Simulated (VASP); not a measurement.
# Rb (I4/mmm) in VASP: further runs

The runs below take Rb through single point, with PBE.

Program: VASP 6.6.1. These are calculated values, not measurements. Logs are shortened: lines on timing, memory, paths and dates and some standing lists are left out, and cuts for length are marked.

### Step 1. Starting point

It takes space group I4/mmm (No. 139, tetragonal). Conventional cell: a = 5.909 Å, b = 5.909 Å, c = 5.462 Å, α = 90.00°, β = 90.00°, γ = 90.00°.

This isn't the form of Rb at room conditions, which is bcc.

### Step 2. Single point, PBE

INCAR

```
  PREC = Accurate
  ENCUT = 520
  EDIFF = 1E-7
  ISMEAR = 1
  SIGMA = 0.05
  LREAL = False
  LASPH = True
  NELM = 100
  ALGO = Fast
  ISIF = 2
  LWAVE = False
  LCHARG = False
  GGA = PE
  NBANDS = 10
```

KPOINTS

```
regular mesh
0
Gamma
  7 7 7
```

POSCAR

```
Rb
1.0
   -2.9545118600      2.9545118600      2.7308452000
    2.9545118600     -2.9545118600      2.7308452000
    2.9545118600      2.9545118600     -2.7308452000
Rb
1
Direct
    0.0000000000      0.0000000000      0.0000000000
```

Potentials or basis: VASP PAW PBE potentials, release 64 (Rb_sv).

Command:

```bash
cat potpaw_PBE.64/Rb_sv/POTCAR > POTCAR
mpirun -np 1 vasp_std > vasp.out
```

OUTCAR:

```text
PREC = Accurate
   ENCUT = 520
   EDIFF = 1E-7
   ISMEAR = 1
   LREAL = False
   LASPH = True
   NELM = 100
   ISIF = 2
   GGA = PE

 ion  position               nearest neighbor table
   1  0.000  0.000  0.000-

  LATTYP: Found a body centered tetragonal cell.
 ALAT       =     5.9090237200
 C/A-ratio  =     0.9242965774

  Lattice vectors:

 A1 = (  -2.9545118600,   2.9545118600,   2.7308452000)
 A2 = (   2.9545118600,  -2.9545118600,   2.7308452000)
 A3 = (   2.9545118600,   2.9545118600,  -2.7308452000)

Analysis of symmetry for initial positions (statically):
=====================================================================
 Subroutine PRICEL returns:
 Original cell was already a primitive cell.

 Routine SETGRP: Setting up the symmetry group for a
 body centered tetragonal supercell.

 Subroutine GETGRP returns: Found 16 space group operations
 (whereof 16 operations were pure point group operations)
 out of a pool of 16 trial point group operations.

The static configuration has the point symmetry D_4h.

Analysis of symmetry for dynamics (positions and initial velocities):
=====================================================================
 Subroutine PRICEL returns:
 Original cell was already a primitive cell.

 Routine SETGRP: Setting up the symmetry group for a
 body centered tetragonal supercell.

 Subroutine GETGRP returns: Found 16 space group operations
 (whereof 16 operations were pure point group operations)
 out of a pool of 16 trial point group operations.

The dynamic configuration has the point symmetry D_4h.

 Subroutine INISYM returns: Found 16 space group operations
 (whereof 16 operations are pure point group operations),
 and found     1 'primitive' translations

----------------------------------------------------------------------------------------

                                     Primitive cell

  volume of cell :      95.3517

  direct lattice vectors                    reciprocal lattice vectors
    -2.954511860  2.954511860  2.730845200     0.000000000  0.169232693  0.183093498
     2.954511860 -2.954511860  2.730845200     0.169232693  0.000000000  0.183093498
     2.954511860  2.954511860 -2.730845200     0.169232693  0.169232693  0.000000000

  length of vectors
     4.991572515  4.991572515  4.991572515     0.249324956  0.249324956  0.239331170

  position of ions in fractional coordinates (direct lattice)
     0.000000000  0.000000000  0.000000000

[... 82 lines left out ...]
   ISYM   =      2    0-nonsym 1-usesym 2-fastsym
   POTIM  = 0.5000    time-step for ionic-motion
   TEBEG  =    0.0;   TEEND  =   0.0 temperature during run
   PSTRESS=    0.0 pullay stress
   NELECT =       9.0000    total number of electrons
   NUPDOWN=      -1.0000    fix difference up-down
   EMIN   =  10.00;   EMAX   =-10.00  energy-range for DOS
   EFERMI =   0.00;   METHOD = LEGACY
   ISMEAR =     1;   SIGMA  =   0.05  broadening in eV -4-tet -1-fermi 0-gaus
   EFERMI_NEDOS =   21; number of points for ismear=-14 and -15
   IALGO  =     68    algorithm
   IMIX   =      4    mixing-type and parameters
     AMIX     =   0.40;   BMIX     =  1.00
     AMIX_MAG =   1.60;   BMIX_MAG =  1.00
  volume/ion in A,a.u.               =      95.35       643.47
  Fermi-wavevector in a.u.,A,eV,Ry     =   0.745383  1.408570  7.559340  0.555596
  Thomas-Fermi vector in A             =   1.840957
   LORBIT       =      0    0 simple, 1 ext, 2 COOP (PROOUT), +10 PAW based schemes
   GGA     = PE    functional components
   LHFCALC =     F    Hartree Fock is set to
   AEXX    =    0.0000 exact exchange contribution
   IVDW    =     0    specifies the selected vdW correction
   LEPSILON=     F    determine dielectric tensor
   LRPA    =     F    only Hartree local field effects (RPA)
 non-spin polarized calculation
 RMM-DIIS sequential band-by-band and
 Methfessel and Paxton  Order N= 1 SIGMA  =   0.05
  energy-cutoff  :      520.00
  volume of cell :       95.35
 maximum number of plane-waves:      2584
 NGX is ok and might be reduce to    40
   NGX = 19   NGY = 19   NGZ = 19

 number of electron       9.0000000 magnetization

 Free energy of the ion-electron system (eV)
  ---------------------------------------------------
  ext. energy  EPLUGINS =         0.00000000
  ---------------------------------------------------
  free energy    TOTEN  =        -0.93774042 eV

  energy without entropy =       -0.93778255  energy(sigma->0) =       -0.93775447

 E-fermi :  -0.0951     XC(G=0):  -5.3550

 val. band max:       -0.1423964213   @ k =   0.4286   0.0000   0.0000
 cond. band min:      -0.0840403510   @ k =  -0.4286   0.4286   0.1429
 fundamental gap:      0.0583560704
 Fermi energy:        -0.0951462909

 k-point     1 :       0.0000    0.0000    0.0000
  band No.  band energies     occupation
      1     -29.0190      2.00000
      2     -13.0653      2.00000
      3     -13.0653      2.00000
      4     -13.0651      2.00000
      5      -2.0004      2.00000
      6       3.2952      0.00000
      7       3.6975      0.00000
      8       3.6975      0.00000
      9       4.1698      0.00000
     10       4.7166      0.00000
[... 287 lines left out ...]
 k-point    24 :      -0.4286    0.4286    0.1429
  band No.  band energies     occupation
      1     -29.0155      2.00000
      2     -13.1391      2.00000
      3     -13.0924      2.00000
      4     -13.0751      2.00000
      5      -0.0840      0.63414
      6       1.0028      0.00000
      7       2.9360      0.00000
      8       3.2029      0.00000
      9       4.3930      0.00000
     10       5.4363      0.00000

 [... further k-points ...]

------------------------ aborting loop because EDIFF is reached ----------------------------------------

  FORCE on cell =-STRESS in cart. coord.  units (eV):
  Direction    XX          YY          ZZ          XY          YZ          ZX
  --------------------------------------------------------------------------------------
  -------------------------------------------------------------------------------------
  Total       -0.0695813     -0.0695813     -0.0861945      0.0000000     -0.0000000      0.0000000
  in kB       -1.1691616     -1.1691616     -1.4483101      0.0000000     -0.0000000      0.0000000
  external PRESSURE =      -1.2622111 kB  Pullay stress =       0.0000000 kB

 VOLUME and BASIS-vectors are now :
 -----------------------------------------------------------------------------
  energy-cutoff  :      520.00
  volume of cell :       95.35
      direct lattice vectors                 reciprocal lattice vectors
    -2.954511860  2.954511860  2.730845200     0.000000000  0.169232693  0.183093498
     2.954511860 -2.954511860  2.730845200     0.169232693  0.000000000  0.183093498
     2.954511860  2.954511860 -2.730845200     0.169232693  0.169232693  0.000000000

 POSITION                                       TOTAL-FORCE (eV/Angst)
 -----------------------------------------------------------------------------------
      0.00000      0.00000      0.00000        -0.000000     -0.000000      0.000000
 -----------------------------------------------------------------------------------
    total drift:                               -0.000000      0.000000     -0.000000

  FREE ENERGIE OF THE ION-ELECTRON SYSTEM (eV)
  ---------------------------------------------------
  free  energy   TOTEN  =        -0.9377404232 eV

  energy  without entropy=       -0.9377825528  energy(sigma->0) =       -0.93775447
```

stdout:

```text
POSCAR found type information on POSCAR Rb
 POSCAR found :  1 types and       1 ions
 scaLAPACK will be used
 LDA part: xc-table for (Slater+PW92), standard interpolation
 POSCAR, INCAR and KPOINTS ok, starting setup
 FFT: planning ... GRIDC
 FFT: planning ... GRID_SOFT
 FFT: planning ... GRID
 WAVECAR not read
 entering main loop
```

It took 37 s on 1 thread of Intel Xeon Platinum 8259CL at 2.50GHz (Skylake/Cascade Lake), shared host; peak memory 0.24 GiB.

What came out:

| Property | Result |
| --- | --- |
| Free energy | -0.9377 eV |
| Pressure | -0.1 GPa |
| Band gap on the k mesh | none (metal or under the smearing width) |

Levels at points of the mesh, in eV from the Fermi level:
```
           k point  band 3  band 4  band 5  band 6  band 7  band 8
(0.00, 0.00, 0.00)  -12.97  -12.97   -1.91    3.39    3.79    3.79
```

### Step 3. Single point, PBE

INCAR, as its differences from that of step 2:

```diff
@@ -8,3 +8,3 @@
   NELM = 100
-  ALGO = Fast
+  ALGO = Normal
   ISIF = 2
```

KPOINTS

```
Automatic mesh
0
Gamma
  4 4 4
```

POSCAR is that of step 2.

Potentials or basis: VASP PAW PBE potentials, release 64 (Rb_sv).

Command:

```bash
cat potpaw_PBE.64/Rb_sv/POTCAR > POTCAR
mpirun -np 1 vasp_std > vasp.out
```

Run time: 12 s. Hardware: 1 thread of Intel Xeon Platinum 8259CL at 2.50GHz (Skylake/Cascade Lake), shared host; peak memory 0.22 GiB.

Results (log left out):

- Free energy: -0.8792 eV
- Pressure: 0.0 GPa
- Band gap on the k mesh: none (metal or under the smearing width)

Stress tensor (GPa, compression positive):
```
 0.06  0.00  0.00
 0.00  0.06  0.00
 0.00  0.00 -0.27
```

Levels at points of the mesh, in eV from the Fermi level:
```
           k point  band 2  band 3  band 4  band 5  band 6  band 7
(0.00, 0.00, 0.00)  -12.93  -12.93  -12.93   -1.87    3.43    3.83
(0.50, 0.00, 0.00)  -13.01  -12.96  -12.94    0.34    0.85    2.49
(0.50, 0.50, 0.00)  -13.01  -12.96  -12.93    0.19    0.68    2.91
(0.50, 0.50, 0.50)  -12.99  -12.99  -12.98    1.23    1.41    2.93
```

Caveat: the k mesh is coarse (spacing up to 0.39 Å⁻¹), so the values aren't converged.
